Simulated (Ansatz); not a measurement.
# Si2W in Ansatz: the effect of strain

The system is Si2W.

```
W Si
1.0
    -1.60690    1.60690    3.75835
     1.60690   -1.60690    3.75835
     1.60690    1.60690   -3.75835
W Si
1 2
Direct
  0.00000 0.00000 0.00000
  0.66530 0.66530 0.00000
  0.33470 0.33470 0.00000
```

Alike in all runs:

```yaml
Program: Ansatz 0.2.0
Task: single point
Functional: PBEsol
Potentials_or_basis: Ansatz PAW
Cutoff: "420 eV (not typed: the program's choice for these potentials)"
k_mesh: 10 × 10 × 10
Occupations: fermi-dirac, width 0.05 eV
Spin: no spin polarisation
Kind_of_strain: uniaxial
```

```csv
strain,pressure (GPa),largest force (eV/Å)
-0.04,9.6,0.07
-0.02,3.4,0.04
-0.01,0.6,0.02
0,-2.0,0.01
0.01,-4.3,0.03
0.02,?,?
0.04,-10.3,0.12
```

Q: What does the run with strain 0.02 give?

A: Pressure -6.5 GPa; largest force 0.06 eV/Å.

Worked out: A parabola through the other rows of the pressure, of slope -208 GPa per unit of strain there, gives -6.5 GPa, against the run's -6.5. A parabola through the other rows of the largest force, of slope 2.47 eV/Å per unit of strain there, gives 0.05 eV/Å, against the run's 0.06.

Caveats: the PAW data sets come from PBE, with cores solved anew for the run's functional, which leaves a small shift of forces and pressure.
